Q: I want to know at which photon energy a hafnium silicon oxide starts to absorb, and which bands are involved. A PBE calculation is cheap. What would HSE06 change?

A: It would change the distance between filled and empty bands a great deal, and the shape of the bands very little. The table lists the two highest filled bands, v2 and v1, and the two lowest empty ones, c1 and c2, at eight points of the Brillouin zone. Each level of theory has its own zero, the top of its filled bands, which lies at Γ in both.

Band energies of HfSi3O8 (12-atom cell, space group P2) in PBE (cheaper level) and HSE06 (costlier level), each measured from its own valence top; v1 is the highest filled band, c1 the lowest empty one. Both levels were run in Ansatz 0.2.0 (plane-wave PAW, 420 eV cutoff, no spin polarisation) on the r2SCAN-relaxed structure, with k meshes of 6×6×6 for PBE and 4×4×4 for HSE06.

| point name | band v2, cheaper level (eV) | band v1, cheaper level (eV) | band c1, cheaper level (eV) | band c2, cheaper level (eV) | band v2, costlier level (eV) | band v1, costlier level (eV) | band c1, costlier level (eV) | band c2, costlier level (eV) |
| --- | --- | --- | --- | --- | --- | --- | --- | --- |
| Gamma | -0.178 | 0.000 | 5.061 | 5.804 | -0.157 | 0.000 | 6.931 | 7.721 |
| Z | -0.436 | -0.138 | 5.358 | 5.774 | -0.437 | -0.142 | 7.208 | 7.616 |
| D | -0.726 | -0.457 | 5.497 | 5.718 | -0.747 | -0.489 | 7.325 | 7.572 |
| B | -0.518 | -0.447 | 5.117 | 5.160 | -0.559 | -0.452 | 6.925 | 6.979 |
| A | -0.584 | -0.376 | 5.269 | 5.613 | -0.603 | -0.390 | 7.091 | 7.471 |
| E | -0.786 | -0.711 | 5.243 | 5.429 | -0.850 | -0.770 | 7.063 | 7.251 |
| C_2 | -0.765 | -0.533 | 5.512 | 5.728 | -0.826 | -0.606 | 7.342 | 7.606 |
| Y_2 | -0.300 | -0.250 | 5.161 | 6.027 | -0.322 | -0.267 | 7.010 | 7.892 |

Going from PBE to HSE06, c1 rises by between 1.81 and 1.87 eV, whichever of the eight points you choose. The filled bands move by less than 0.1 eV against their own top. To a good approximation the empty bands are lifted as a block.

Q: Why does the gap open at all? Both calculations have the same atoms in the same places.

A: They differ in how an electron is kept from repelling itself. The electrostatic repulsion is computed from the total charge, which includes the electron's own share, and the exchange energy has to take that share out again. PBE does so only in part, so the filled states lie too high. Its exchange also enters as a single potential, built from the density and its gradient and the same for every orbital, and such a potential can't tell a filled state from an empty one in the same place.

HSE06 replaces a quarter of the short-range PBE exchange by exact exchange, which does tell them apart. A filled orbital has exchange with all filled orbitals, itself included, and is pulled down. An empty orbital has no such term with itself and overlaps less with the filled ones. It loses some of the attraction that PBE gave it, gets less back, and moves up.

Q: Can you see both movements, or only their sum?

A: The table shows only the sum, because each level is measured from its own valence top. The unshifted energies of the same runs separate the two, provided that both runs share the same zero of the potential. On that scale the valence top falls by 1.27 eV and c1 at Γ rises by 0.60 eV. About two thirds of the opening therefore comes from the filled side, which fits the argument about self-repulsion, though that argument gives the direction of the two movements and not their ratio.

Q: And why is the shift so nearly the same at every point?

A: The shift depends on what kind of orbital a state is made of, more than on how its phase runs from cell to cell. In an oxide of this kind the upper filled bands should be mainly oxygen 2p, and the lowest empty ones mainly hafnium 5d. That is chemical expectation, since the bands were not projected onto atoms. If each group keeps its character across the zone, exact exchange treats all its members much alike. The same reasoning tells you when to distrust a constant shift: when the lowest empty band changes from one kind of orbital to another along the way.

Q: Then I could run PBE everywhere, HSE06 at one point, and add the difference?

A: You could, and these runs let us try it. Take the rise $\Delta$ of c1 at Γ and add it to the PBE band gap:

$$E_\mathrm{g}^\mathrm{HSE06} \approx E_\mathrm{g}^\mathrm{PBE} + \Delta, \qquad \Delta = 6.931 - 5.061 = 1.870\ \text{eV}.$$

The smallest gap that the PBE run found is 4.847 eV, so the estimate is $4.847 + 1.870 = 6.717$ eV. The HSE06 run gives 6.605 eV, and the estimate is about 0.11 eV too high. This is a fair trial, because the shift came from Γ while the lowest empty state lies elsewhere in the zone.

Q: Where does that last tenth of an electronvolt come from?

A: Partly from the shift itself, which isn't quite constant. Among the eight points c1 rises most at Γ, so a shift taken there is more likely to overshoot than to fall short. HSE06 also stretches the bands a little: the deepest v2 lies about 8 % further below the valence top, and c2 rises more than c1 at seven of the eight points. That would suggest that the bottom of the empty bands rises somewhat less than the levels above it. Within c1 the table doesn't bear this out, though: Γ is the lowest of its eight points in PBE and rises the most.

Sampling probably adds to it. The lowest empty state sits away from the named points, and the two gaps were read at neighbouring points, not at the same one. One extra point, added to the HSE06 mesh where the PBE bands had suggested a minimum, lowered the HSE06 gap by 0.05 eV. That drop is counted from the coarser HSE06 mesh, so it shows only the scale of the effect; the PBE gap, read on its own mesh, may be too high by a similar or smaller amount. With the smallest rise in the table, 1.808 eV at B, the estimate would still be about 0.05 eV too high. Choosing Γ thus accounts for about half of the error, and these runs can't say whether the rest is sampling or a still smaller rise at the minimum. The output printed below lists the shifts of all four bands, with the estimate and its error.

Q: So which level do I need for which purpose?

A: For the absorption edge, use HSE06 or a shift taken from it. The direct gap at Γ grows by 37 % of its PBE value, and an error of that size puts the edge in the wrong part of the ultraviolet. PBE is known to underestimate the gaps of insulating oxides, so the direction of the correction is right. HSE06 often still falls somewhat short for wide gaps, and neither calculation includes lattice vibrations or the attraction between the excited electron and the hole. Nor were the results for this cell checked against a second code. For a gap this wide I would allow for an error of several tenths of an electronvolt, perhaps more.

For the general shape of the bands, PBE is good enough if a tenth of an electronvolt doesn't matter to you. That covers a first survey of where the bands run, or the search for the lowest empty state.

For the order of nearly equal levels, PBE isn't safe. It puts c1 at Γ 0.06 eV below c1 at B, and HSE06 makes the two equal to within 0.01 eV. The change is small beside the opening of the gap, yet it is as large as the difference you would be asking about. HSE06 doesn't settle such an order either: both runs leave out spin-orbit coupling, which for hafnium 5d states is expected to shift levels by more than this difference.

Q: May I simply read the gap from the row for Γ?

A: Only the direct gap, where the electron goes straight up without changing its wave vector. The smallest gap is indirect, and in HSE06 it lies 0.33 eV below the direct one. Direct absorption should start near the direct gap, though its strength was not computed, with a weak tail below it that needs help from lattice vibrations. Reading Γ as "the band gap" would cost you more accuracy than the constant shift does.

Q: What do I pay for HSE06?

A: In PBE the potential acts on an orbital by one multiplication at each point of space. Exact exchange has to combine that orbital with every filled orbital at every point of the mesh. Here there are 43 filled bands and $4 \times 4 \times 4 = 64$ mesh points, which makes 2752 partners. This step is thus thousands of times heavier, though the whole run grows by less, because its other parts don't grow in the same way.

The mesh is where you can overspend. Going from 4×4×4 to 6×6×6 multiplies the number of orbital pairs by about 11, since both members of each pair become more numerous. It is cheaper to let PBE find the lowest empty state on a fine mesh and then add that one point to a modest HSE06 mesh. HSE06 might still have a slightly lower minimum elsewhere, and the modest mesh should be tested once for its own convergence.

Q: Should I also relax the crystal with PBE, to save time?

A: Not if you want to know what the functional does to the bands. Both levels were applied here to one fixed r2SCAN structure, so the opening of the gap is purely electronic. In that structure PBE reports a pressure of about 8 GPa, which means that it would like a larger cell, whereas HSE06 is close to balance at about −1 GPa. The HSE06 stress was computed with loose thresholds, so take the contrast and not the exact values. Letting each method choose its own cell would mix a change of volume into the comparison.

Q: Can I hold the HSE06 gap against the one I measure on my hafnium silicate film?

A: Not as a test of HSE06. The crystal is a hypothetical one, and its stability was not examined. It was built from an orthorhombic host, but the relaxed cell is monoclinic, with one angle about four degrees away from a right angle. At least one silicon site in it has six oxygen neighbours, where silicon in ordinary silicates has four, and such a change of bonding can itself move the gap. For your film, keep the procedure and replace the structure: a trusted geometry, PBE to locate the band edges, and HSE06 at those points to set the distance between them.

Output of the analysis:

```
HSE06 less PBE in eV:
    row      v2      v1     c1     c2  c1 less v1
  Gamma   0.021       0   1.87  1.917        1.87
      Z  -0.001  -0.004   1.85  1.842       1.854
      D  -0.021  -0.032  1.828  1.854        1.86
      B  -0.041  -0.005  1.808  1.819       1.813
      A  -0.019  -0.014  1.822  1.858       1.836
      E  -0.064  -0.059   1.82  1.822       1.879
    C_2  -0.061  -0.073   1.83  1.878       1.903
    Y_2  -0.022  -0.017  1.849  1.865       1.866
Mean rise of c1 over the eight points (eV): 1.835
Spread of the rise of c1, largest less smallest (eV): 0.062
Spread of the rise of c2, largest less smallest (eV): 0.098
Rise of the direct gap at Gamma (percent of the PBE value): 36.95
Deepest v2 in HSE06 over deepest v2 in PBE (ratio): 1.081
c1 at B less c1 at Gamma in PBE (eV): 0.056
c1 at B less c1 at Gamma in HSE06 (eV): -0.006
Least gap found in PBE (eV): 4.847
Least gap found in HSE06 (eV): 6.605
HSE06 gap less PBE gap (eV): 1.758
Direct gap at Gamma less least gap in PBE (eV): 0.2136
Direct gap at Gamma less least gap in HSE06 (eV): 0.3259
Estimate of HSE06 gap as PBE gap plus rise at Gamma (eV): 6.717
Estimate less computed HSE06 gap (eV): 0.1122
Lowering of the HSE06 gap by the one extra k point (eV): 0.05068
Fall of the valence top on the unshifted scale (eV): 1.272
Rise of c1 at Gamma on the unshifted scale (eV): 0.5975
Share of the opening at Gamma from the valence top (percent): 68.05
Filled orbitals met by one orbital in exact exchange on 4x4x4 (count): 2752
Growth of all orbital pairs from 4x4x4 to 6x6x6 (ratio): 11.39
```
